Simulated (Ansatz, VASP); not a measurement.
# Two plane-wave programs on Ir

The input INCAR:

```
SYSTEM = Ir
ALGO = Normal
EDIFF = 1E-6
ENCUT = 520
GGA = RP
ISIF = 2
ISMEAR = -1
LASPH = .True.
LCHARG = .False.
LREAL = .False.
LWAVE = .False.
NBANDS = 10
NELM = 60
PREC = Accurate
SIGMA = 0.1
```

KPOINTS

```
k-points
0
Gamma
  16 16 16
  0 0 0
```

File POSCAR:

```
Ir
1.0
   -1.5626226582      1.5626226582      1.5626226582
    1.5626226582     -1.5626226582      1.5626226582
    1.5626226582      1.5626226582     -1.5626226582
Ir
1
Direct
    0.0000000000      0.0000000000      0.0000000000
```

Input for Ansatz:

```yaml
crystal:
  lattice:
    - [-1.5626226582, 1.5626226582, 1.5626226582]
    - [1.5626226582, -1.5626226582, 1.5626226582]
    - [1.5626226582, 1.5626226582, -1.5626226582]
  atoms:
    - { symbol: Ir, position: [0.0, 0.0, 0.0] }
hamiltonian:
  xc: rpbe
  pseudopotentials:
    kind: paw
    azcp:
      Ir: "pseudopotentials/Ir.paw.azcp"
basis:
  ecutwfc: 420
  fft_grid_basis: typed
kpoints:
  mp_grid: { grid: [16, 16, 16], shift: [0, 0, 0] }
magnetization:
  spin_polarized: false
scf:
  occupations: { method: fermi_dirac, width: 0.1 }
  lower_state_search: "off"
output:
  stress: true
  write_density: true
  write_potential: true
  elf: true
  volumetric_format: npy
```

Alike in both runs: task single point; functional RPBE; k mesh 16 × 16 × 16; occupations fermi-dirac, width 0.1 eV; no spin polarisation.

|  | VASP | Ansatz |
| --- | --- | --- |
| version | VASP 6.6.1 | Ansatz 0.2.0 |
| potentials or method | VASP PAW PBE potentials, release 64 (Ir) | plane waves (420 eV) with PAW, scalar-relativistic |
| plane-wave cutoff (eV) | 520 | 420 |
| valence electrons in the cell | 9 | 17 |

Ansatz gave:

- pressure (GPa): 0.1

Question: Estimate VASP's values.

Answer: Pressure (GPa): 0.4.

The functional is the same, so the differences come from potentials, cutoffs and numerics. The two sets of potentials don't hold the same shells in valence.

Caveats: the PAW data sets were made with another functional, which shifts forces and pressure a little (VASP). The runs have no spin-orbit coupling, so splittings on Ir are missing.
